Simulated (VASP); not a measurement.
# Y (P6_3/mmc) in VASP: notebook

Runs on Y. Level: PBEsol. Tasks: single point.

Program: VASP 6.6.1. These are calculated values, not measurements. Logs are shortened: lines on timing, memory, paths and dates and some standing lists are left out, and cuts for length are marked.

### Step 1. The structure

The structure is hexagonal, space group P6_3/mmc (No. 194). The conventional cell has a = 3.647 Å, b = 3.647 Å, c = 5.731 Å, α = 90.00°, β = 90.00°, γ = 120.00°. Y (site symmetry -6m2) has 12 Y at 3.56 to 3.65 Å as nearest neighbours.

### Step 2. Single point, PBEsol

INCAR

```
SYSTEM = Y
PREC = Accurate ; ENCUT = 700
EDIFF = 1E-6 ; ISMEAR = -1
SIGMA = 0.15 ; LREAL = .FALSE.
LASPH = .TRUE. ; NELM = 100
ALGO = Normal ; ISIF = 2
LWAVE = .FALSE. ; LCHARG = .FALSE.
GGA = PS ; ADDGRID = .FALSE.
```

KPOINTS

```
regular mesh
0
G
  9 9 5
  0 0 0
```

POSCAR

```
Y
1.0
    3.6474000000      0.0000000000      0.0000000000
   -1.8237000000      3.1587410578      0.0000000000
    0.0000000000      0.0000000000      5.7306000000
Y
2
Direct
    0.6666666667      0.3333333333      0.7500000000
    0.3333333333      0.6666666667      0.2500000000
```

Potentials or basis: VASP PAW PBE potentials, release 64 (Y_sv).

Command:

```sh
cat potpaw_PBE.64/Y_sv/POTCAR > POTCAR
mpirun -np 1 vasp_std > vasp.out
```

OUTCAR:

```text
SYSTEM = Y
   PREC = Accurate
   ENCUT = 700
   EDIFF = 1E-6
   ISMEAR = -1
   LREAL = .FALSE.
   LASPH = .TRUE.
   NELM = 100
   ISIF = 2
   GGA = PS

 Found     36 irreducible k-points:

 Following reciprocal coordinates:
            Coordinates               Weight
  0.000000  0.000000  0.000000      1.000000
  0.111111 -0.000000  0.000000      6.000000
  0.222222 -0.000000  0.000000      6.000000
  0.333333 -0.000000  0.000000      6.000000
  0.444444 -0.000000  0.000000      6.000000
  0.111111  0.111111  0.000000      6.000000
   k-points           NKPTS =     36   k-points in BZ     NKDIM =     36   number of bands    NBANDS=     15
   number of dos      NEDOS =    301   number of ions     NIONS =      2
   total plane-waves  NPLWV =  51200
   dimension x,y,z NGX =    32 NGY =   32 NGZ =   50
   dimension x,y,z NGXF=    64 NGYF=   64 NGZF=  100
   ions per type =               2
   NGX,Y,Z   is equivalent  to a cutoff of  14.59, 14.59, 14.51 a.u.
   NGXF,Y,Z  is equivalent  to a cutoff of  29.17, 29.17, 29.01 a.u.
 SYSTEM =  Y
   PREC   = accura    normal or accurate (medium, high low for compatibility)
   ISTART =      0    job   : 0-new  1-cont  2-samecut
   ICHARG =      2    charge: 1-file 2-atom 10-const
   ISPIN  =      1    spin polarized calculation?
   LNONCOLLINEAR =      F non collinear calculations
   LSORBIT =      F    spin-orbit coupling
   LASPH  =      T    aspherical Exc in radial PAW
   ENCUT  =  700.0 eV  51.45 Ry    7.17 a.u.   7.87  7.87 12.36*2*pi/ulx,y,z
   NELM   =    100;   NELMIN=  2; NELMDL= -5     # of ELM steps
   EDIFF  = 0.1E-05   stopping-criterion for ELM
   LREAL  =      F    real-space projection
   EDIFFG = 0.1E-04   stopping-criterion for IOM
   NSW    =      0    number of steps for IOM
   IBRION =     -1    ionic relax: 0-MD 1-quasi-New 2-CG
   NFREE  =      0    steps in history (QN), initial steepest desc. (CG)
   ISIF   =      2    stress and relaxation
   ISYM   =      2    0-nonsym 1-usesym 2-fastsym
   POTIM  = 0.5000    time-step for ionic-motion
   TEBEG  =    0.0;   TEEND  =   0.0 temperature during run
   PSTRESS=    0.0 pullay stress
   NELECT =      22.0000    total number of electrons
   NUPDOWN=      -1.0000    fix difference up-down
   EMIN   =  10.00;   EMAX   =-10.00  energy-range for DOS
   EFERMI =   0.00;   METHOD = LEGACY
   ISMEAR =    -1;   SIGMA  =   0.15  broadening in eV -4-tet -1-fermi 0-gaus
   EFERMI_NEDOS =   21; number of points for ismear=-14 and -15
   IALGO  =     38    algorithm
   IMIX   =      4    mixing-type and parameters
     AMIX     =   0.40;   BMIX     =  1.00
     AMIX_MAG =   1.60;   BMIX_MAG =  1.00
  volume/ion in A,a.u.               =      33.01       222.77
  Fermi-wavevector in a.u.,A,eV,Ry     =   1.134967  2.144777 17.526345  1.288150
  Thomas-Fermi vector in A             =   2.271671
   LORBIT       =      0    0 simple, 1 ext, 2 COOP (PROOUT), +10 PAW based schemes
   GGA     = PS    functional components
   LHFCALC =     F    Hartree Fock is set to
   AEXX    =    0.0000 exact exchange contribution
   IVDW    =     0    specifies the selected vdW correction
   LEPSILON=     F    determine dielectric tensor
   LRPA    =     F    only Hartree local field effects (RPA)
 non-spin polarized calculation
  energy-cutoff  :      700.00
  volume of cell :       66.02
 maximum number of plane-waves:      2797
 NGX is ok and might be reduce to    32
   NGX = 15   NGY = 15   NGZ = 25

 number of electron      22.0000001 magnetization

 Free energy of the ion-electron system (eV)
  ---------------------------------------------------
  ext. energy  EPLUGINS =         0.00000000
  ---------------------------------------------------
  free energy    TOTEN  =       -13.75014216 eV

  energy without entropy =      -13.49705385  energy(sigma->0) =      -13.62359800

 E-fermi :   2.8622     XC(G=0):  -9.5131

 val. band max:        2.8335027416   @ k =   0.4444   0.1111   0.4000
 cond. band min:       2.8795784155   @ k =   0.2222   0.1111   0.4000
 fundamental gap:      0.0460756739
 Fermi energy:         2.8621551829

 k-point     1 :       0.0000    0.0000    0.0000
  band No.  band energies     occupation
      1     -39.7425      2.00000
      2     -39.6704      2.00000
      3     -20.0399      2.00000
      4     -19.5614      2.00000
      5     -19.5614      2.00000
      6     -19.4730      2.00000
      7     -19.4730      2.00000
      8     -19.4480      2.00000
      9      -1.8332      2.00000
     10       0.9976      1.99999
     11       3.7352      0.00591
     12       4.6032      0.00002
     13       4.6032      0.00002
     14       4.8846      0.00000
     15       5.2013      0.00000

 k-point     2 :       0.1111   -0.0000    0.0000
  band No.  band energies     occupation
      1     -39.7366      2.00000
      2     -39.6683      2.00000
      3     -20.0184      2.00000
      4     -19.6049      2.00000
      5     -19.5761      2.00000
      6     -19.5186      2.00000
      7     -19.4787      2.00000
      8     -19.4582      2.00000
      9      -1.5733      2.00000
     10       1.2409      1.99996
     11       3.4787      0.03228
     12       4.0703      0.00064
     13       4.8459      0.00000
     14       4.9195      0.00000
     15       5.2728      0.00000

 k-point     3 :       0.2222   -0.0000    0.0000
  band No.  band energies     occupation
      1     -39.7208      2.00000
      2     -39.6635      2.00000
      3     -19.9589      2.00000
      4     -19.7156      2.00000
      5     -19.6298      2.00000
      6     -19.6116      2.00000
      7     -19.4948      2.00000
      8     -19.4888      2.00000
      9      -0.8553      2.00000
     10       1.8052      1.99826
     11       2.9214      0.80520
     12       3.3750      0.06343
     13       4.4323      0.00006
     14       4.8364      0.00000
     15       4.9537      0.00000

 k-point     4 :       0.3333   -0.0000    0.0000
  band No.  band energies     occupation
      1     -39.7012      2.00000
      2     -39.6597      2.00000
      3     -19.8770      2.00000
      4     -19.8422      2.00000
      5     -19.7495      2.00000
      6     -19.6500      2.00000
      7     -19.5375      2.00000
      8     -19.5146      2.00000
      9       0.1266      2.00000
     10       2.0295      1.99226
     11       2.3939      1.91553
     12       2.9819      0.62090
     13       4.4124      0.00006
     14       4.4607      0.00005
     15       4.5657      0.00002

 k-point     5 :       0.4444   -0.0000    0.0000
  band No.  band energies     occupation
      1     -39.6860      2.00000
      2     -39.6595      2.00000
      3     -19.9246      2.00000
      4     -19.8244      2.00000
      5     -19.8038      2.00000
      6     -19.6742      2.00000
      7     -19.5890      2.00000
      8     -19.5281      2.00000
      9       1.0022      1.99999
     10       1.7712      1.99861
     11       2.0903      1.98842
     12       2.7917      1.23063
     13       4.2626      0.00018
     14       4.3514      0.00010
     15       4.8301      0.00000

 k-point     6 :       0.1111    0.1111    0.0000
  band No.  band energies     occupation
      1     -39.7257      2.00000
      2     -39.6648      2.00000
      3     -19.9778      2.00000
      4     -19.6693      2.00000
      5     -19.6351      2.00000
      6     -19.5673      2.00000
      7     -19.4982      2.00000
      8     -19.4787      2.00000
      9      -1.0818      2.00000
     10       1.6661      1.99931
     11       3.0906      0.35797
     12       3.5212      0.02441
     13       4.5542      0.00003
     14       4.8206      0.00000
     15       5.2124      0.00000

 [... further k-points ...]

------------------------ aborting loop because EDIFF is reached ----------------------------------------

  FORCE on cell =-STRESS in cart. coord.  units (eV):
  Direction    XX          YY          ZZ          XY          YZ          ZX
  --------------------------------------------------------------------------------------
  -------------------------------------------------------------------------------------
  Total       -0.7871906     -0.7871906     -0.8311370      0.0000000      0.0000000     -0.0000000
  in kB      -19.1026203    -19.1026203    -20.1690614      0.0000000      0.0000000     -0.0000000
  external PRESSURE =     -19.4581007 kB  Pullay stress =       0.0000000 kB

 VOLUME and BASIS-vectors are now :
 -----------------------------------------------------------------------------
  energy-cutoff  :      700.00
  volume of cell :       66.02
      direct lattice vectors                 reciprocal lattice vectors
     3.647400000  0.000000000  0.000000000     0.274167900  0.158290911  0.000000000
    -1.823700000  3.158741058  0.000000000     0.000000000  0.316581822  0.000000000
     0.000000000  0.000000000  5.730600000     0.000000000  0.000000000  0.174501797

 POSITION                                       TOTAL-FORCE (eV/Angst)
 -----------------------------------------------------------------------------------
      1.82370      1.05291      4.29795        -0.000000      0.000000      0.000000
     -0.00000      2.10583      1.43265         0.000000      0.000000      0.000000
 -----------------------------------------------------------------------------------
    total drift:                               -0.000000      0.000000     -0.000000

  FREE ENERGIE OF THE ION-ELECTRON SYSTEM (eV)
  ---------------------------------------------------
  free  energy   TOTEN  =       -13.7501421643 eV

  energy  without entropy=      -13.4970538456  energy(sigma->0) =      -13.62359800
```

Wall time 39 s (1 thread of Intel Xeon Platinum 8488C (Sapphire Rapids), shared host); peak memory 0.25 GiB.

The run converged, but some of its settings lie outside the range that counts as converged, so its numbers aren't taken as properties of the crystal.

Results:

```yaml
Free_energy: -13.7501 eV
Pressure: -1.9 GPa
Band_gap_on_the_k_mesh: none (metal or under the smearing width)
```

Caveat: the PAW data sets were made with another functional, which shifts forces and pressure a little.

### Step 3. Single point, PBEsol

INCAR, as its differences from that of step 2:

```diff
@@ -1,3 +1,3 @@
 SYSTEM = Y
-PREC = Accurate ; ENCUT = 700
+PREC = Accurate ; ENCUT = 550
 EDIFF = 1E-6 ; ISMEAR = -1
```

KPOINTS

```
regular mesh
0
G
  10 10 6
  0 0 0
```

POSCAR is that of step 2.

Potentials or basis: VASP PAW PBE potentials, release 64 (Y_sv).

Command:

```sh
cat potpaw_PBE.64/Y_sv/POTCAR > POTCAR
mpirun -np 1 vasp_std > vasp.out
```

Run time: 50 s. Hardware: 1 thread of Intel Xeon Platinum 8488C (Sapphire Rapids), shared host; peak memory 0.22 GiB.

These settings aren't checked as converged: the numbers below hold their error.

Results:

- Free energy: -13.7499 eV
- Pressure: -2.0 GPa
- Band gap on the k mesh: none (metal or under the smearing width)

Caveat: the PAW data sets were made with another functional, which shifts forces and pressure a little.

### Step 4. Single point, PBEsol

INCAR, as its differences from that of step 3:

```diff
@@ -1,3 +1,3 @@
 SYSTEM = Y
-PREC = Accurate ; ENCUT = 550
+PREC = Accurate ; ENCUT = 400
 EDIFF = 1E-6 ; ISMEAR = -1
```

KPOINTS

```
regular mesh
0
G
  12 12 7
  0 0 0
```

POSCAR is that of step 3.

Command:

```sh
cat potpaw_PBE.64/Y_sv/POTCAR > POTCAR
mpirun -np 1 vasp_std > vasp.out
```

It took 38 s on 1 thread of Intel Xeon Platinum 8488C (Sapphire Rapids), shared host; peak memory 0.19 GiB.

The run converged, but some of its settings lie outside the range that counts as converged, so its numbers aren't taken as properties of the crystal.

Results:

- Free energy: -13.7491 eV
- Pressure: -2.0 GPa
- Band gap on the k mesh: none (metal or under the smearing width)

Caveat: the PAW data sets were made with another functional, which shifts forces and pressure a little.

### Step 5. Single point, PBEsol

INCAR, as its differences from that of step 4:

```diff
@@ -1,3 +1,3 @@
 SYSTEM = Y
-PREC = Accurate ; ENCUT = 400
+PREC = Accurate ; ENCUT = 450
 EDIFF = 1E-6 ; ISMEAR = -1
```

KPOINTS is that of step 4.

POSCAR is that of step 4.

Potentials or basis: VASP PAW PBE potentials, release 64 (Y_sv).

Command:

```sh
cat potpaw_PBE.64/Y_sv/POTCAR > POTCAR
mpirun -np 1 vasp_std > vasp.out
```

OUTCAR:

```text
SYSTEM = Y
   PREC = Accurate
   ENCUT = 450
   EDIFF = 1E-6
   ISMEAR = -1
   LREAL = .FALSE.
   LASPH = .TRUE.
   NELM = 100
   ISIF = 2
   GGA = PS

 Found     76 irreducible k-points:

 Following reciprocal coordinates:
            Coordinates               Weight
  0.000000  0.000000  0.000000      1.000000
  0.083333  0.000000  0.000000      6.000000
  0.166667  0.000000  0.000000      6.000000
  0.250000  0.000000  0.000000      6.000000
  0.333333  0.000000  0.000000      6.000000
  0.416667  0.000000  0.000000      6.000000
   k-points           NKPTS =     76   k-points in BZ     NKDIM =     76   number of bands    NBANDS=     15
   number of dos      NEDOS =    301   number of ions     NIONS =      2
   total plane-waves  NPLWV =  31360
   dimension x,y,z NGX =    28 NGY =   28 NGZ =   40
   dimension x,y,z NGXF=    56 NGYF=   56 NGZF=   80
   ions per type =               2
   NGX,Y,Z   is equivalent  to a cutoff of  12.76, 12.76, 11.60 a.u.
   NGXF,Y,Z  is equivalent  to a cutoff of  25.52, 25.52, 23.21 a.u.
 SYSTEM =  Y
   PREC   = accura    normal or accurate (medium, high low for compatibility)
   ISTART =      0    job   : 0-new  1-cont  2-samecut
   ICHARG =      2    charge: 1-file 2-atom 10-const
   ISPIN  =      1    spin polarized calculation?
   LNONCOLLINEAR =      F non collinear calculations
   LSORBIT =      F    spin-orbit coupling
[... 71 lines left out ...]
     11       3.7357      0.00591
     12       4.6031      0.00002
     13       4.6031      0.00002
     14       4.8847      0.00000
[... 77 lines left out ...]
      2     -39.6594      2.00000
      3     -19.9110      2.00000
      4     -19.8182      2.00000
      5     -19.8122      2.00000
      6     -19.6703      2.00000
      7     -19.5779      2.00000
      8     -19.5260      2.00000
      9       0.8231      2.00000
     10       1.8437      1.99776
     11       2.1396      1.98399
     12       2.8282      1.11410
     13       4.2942      0.00014
     14       4.3858      0.00008
     15       4.7448      0.00001

 [... further k-points ...]

------------------------ aborting loop because EDIFF is reached ----------------------------------------

  FORCE on cell =-STRESS in cart. coord.  units (eV):
  Direction    XX          YY          ZZ          XY          YZ          ZX
  --------------------------------------------------------------------------------------
  -------------------------------------------------------------------------------------
  Total       -0.7951497     -0.7951497     -0.8495429      0.0000000     -0.0000000      0.0000000
  in kB      -19.2957635    -19.2957635    -20.6157136      0.0000000     -0.0000000      0.0000000
  external PRESSURE =     -19.7357469 kB  Pullay stress =       0.0000000 kB

 VOLUME and BASIS-vectors are now :
 -----------------------------------------------------------------------------
  energy-cutoff  :      450.00
  volume of cell :       66.02
      direct lattice vectors                 reciprocal lattice vectors
     3.647400000  0.000000000  0.000000000     0.274167900  0.158290911  0.000000000
    -1.823700000  3.158741058  0.000000000     0.000000000  0.316581822  0.000000000
     0.000000000  0.000000000  5.730600000     0.000000000  0.000000000  0.174501797

 POSITION                                       TOTAL-FORCE (eV/Angst)
 -----------------------------------------------------------------------------------
      1.82370      1.05291      4.29795        -0.000000     -0.000000      0.000000
     -0.00000      2.10583      1.43265         0.000000      0.000000      0.000000
 -----------------------------------------------------------------------------------
    total drift:                               -0.000000      0.000000     -0.000000

  FREE ENERGIE OF THE ION-ELECTRON SYSTEM (eV)
  ---------------------------------------------------
  free  energy   TOTEN  =       -13.7493007674 eV

  energy  without entropy=      -13.4958114716  energy(sigma->0) =      -13.62255612
```

Wall time 61 s (1 thread of Intel Xeon Platinum 8488C (Sapphire Rapids), shared host); peak memory 0.22 GiB.

These settings aren't checked as converged: the numbers below hold their error.

What came out:

* Free energy: -13.7493 eV
* Pressure: -2.0 GPa
* Band gap on the k mesh: none (metal or under the smearing width)

Caveat: the PAW data sets were made with another functional, which shifts forces and pressure a little.

(Continued in part 2 of 2.)
